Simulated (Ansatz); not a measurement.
A plane-wave DFT run in Ansatz 0.2.0 (scalar-relativistic PAW potentials unless the input names others): input and command.

```yaml
crystal:
  lattice:
    - [1.7738039272, -6.780342879, 0.0]
    - [1.7738039272, 6.780342879, 0.0]
    - [0.0, 0.0, 3.5792221399]
  atoms:
    - { symbol: Ti, position: [0.896818948, 0.103181052, 0.75] }
    - { symbol: Ti, position: [0.103181052, 0.896818948, 0.25] }
    - { symbol: Si, position: [0.5591475243, 0.4408524757, 0.75] }
    - { symbol: Si, position: [0.4408524757, 0.5591475243, 0.25] }
    - { symbol: Si, position: [0.2498281361, 0.7501718639, 0.75] }
    - { symbol: Si, position: [0.7501718639, 0.2498281361, 0.25] }
basis:
  ecutwfc: 420
kpoints:
  mp_grid: { grid: [8, 8, 8] }
hamiltonian:
  xc: pbe
scf:
  occupations: { method: gaussian, width: 0.1 }
output:
  forces: true
  eigenvalues: true
  stress: true
```

```bash
ansatz run input.yaml --threads 1 --pin off --max-ram 2560MiB --backend cpu --events-out ev --progress --plain --runs-dir out
```

Abridged log:
```
Pseudopotentials: kind: paw
Pseudopotential: Ti, paw, valence charge 12, recommended cutoff 420 eV (normal)
Pseudopotential: Si, paw, valence charge 4, recommended cutoff 420 eV (normal)
Functional definition: PBE
Crystal: 6 atoms, lattice volume = 86.095 Å³
Basis set: ecut = 420 eV, 1685 PW (Γ), exchange–correlation on 96×96×48 points (8 copies of the dense FFT grid, shifted against one another)
Bands: 26, of which v1, the nominal top of the filled ones, is band 20 counted from 1 (19 counted from 0)
Symmetry: 8 space group operations
Space group: Cmcm (ITA 63), of the structure as read, at distance tolerance 4.4e-5 Å
k-points: 105 of 512
Initial density: superposition of atomic densities (neutral atoms: chi_scale 0, normalization atom), corrected by the library's trained network
Initial wavefunctions: pseudopotential atomic-orbital guess
Functional: x = pbe(κ = 0.804, μ = 0.21951497), c = pbe(β = 0.06672455)
SCF iter   1: F=—  HF=-7545.978156 eV  |F-HF|=—  |Δ(HF+E_count)|=         —  Δρ=5.76e-3  dr2=4.40e-2  ethr=1.77e-3  ⟨swp⟩=5.9  Hψ=13407  notcnv=0
SCF iter   2: F=—  HF=-7545.973261 eV  |F-HF|=—  |Δ(HF+E_count)|=   4.89e-3  Δρ=2.32e-3  dr2=7.53e-3  ethr=1.10e-4  ⟨swp⟩=1.4  Hψ=3630  notcnv=0  defer=3
SCF iter   3: F=—  HF=-7545.972699 eV  |F-HF|=—  |Δ(HF+E_count)|=   5.63e-4  Δρ=5.96e-4  dr2=6.38e-4  ethr=1.88e-5  ⟨swp⟩=2.0  Hψ=2985  notcnv=0  defer=3
SCF iter   4: F=—  HF=-7545.972644 eV  |F-HF|=—  |Δ(HF+E_count)|=   5.49e-5  Δρ=1.19e-4  dr2=2.71e-5  ethr=1.59e-6  ⟨swp⟩=2.2  Hψ=3220  notcnv=0  defer=3
SCF iter   5: F=—  HF=-7545.972749 eV  |F-HF|=—  |Δ(HF+E_count)|=   1.06e-4  Δρ=2.67e-5  dr2=9.39e-7  ethr=6.77e-8  ⟨swp⟩=2.0  Hψ=3492  notcnv=0  defer=3
SCF iter   6: F=-7545.972749 eV  HF=-7545.972749 eV  |F-HF|=1.86e-8  |Δ(HF+E_count)|=  6.68e-10  Δρ=5.57e-6  dr2=3.60e-8  ethr=2.50e-10  ⟨swp⟩=8.5  Hψ=12209  notcnv=0
SCF 1 converged in 6 iterations: F = -7545.972749 eV  dr2 = 3.60e-8
SCF converged after 6 iterations
Free energy (F): -7545.972749 eV
Harris-Foulkes:  -7545.972749 eV  (|F-HF|=1.86e-8)
Internal energy: -7545.966170 eV  (E = F + TS)
E sigma→0 (E₀):  -7545.969460 eV
Entropy (-TS):   -0.006580 eV (-1.097 meV/atom)
Fermi energy:    12.794908 eV
--- Forces (eV/Å), atoms counted from 1 ---
  atom   1  Ti     0.00000000    -0.00035910     0.00000000
  atom   2  Ti     0.00000000     0.00035910     0.00000000
  atom   3  Si     0.00000000    -0.01451636     0.00000000
  atom   4  Si     0.00000000     0.01451636     0.00000000
  atom   5  Si     0.00000000     0.01762549     0.00000000
  atom   6  Si     0.00000000    -0.01762549     0.00000000
--- Stress (GPa, compression-positive) ---
        0.067155       0.000000       0.000000
        0.000000      -0.057074       0.000000
        0.000000       0.000000      -0.007221
  P = ⅓ Tr σ = 0.0010 GPa (0.010 kbar)
```

Apart from outputs and empty bands, the input differs from a reference run on usual settings in kpoints.mp_grid.grid: [10, 10, 10] → [8, 8, 8]. The reference, at the same geometry, gave pressure 0.00 GPa, largest force 0.001 eV/Å, no gap on the mesh. This run converged in 6 SCF iterations with an energy at zero smearing 0.29 meV/atom below the reference's, pressure 0.00 GPa, largest force 0.018 eV/Å, no gap on the mesh. Its k mesh is looser than usual, yet energy, pressure and forces hardly moved.

The run took 12 s on 1 thread of Arm Neoverse V1 (shared host), peak memory 0.47 GiB.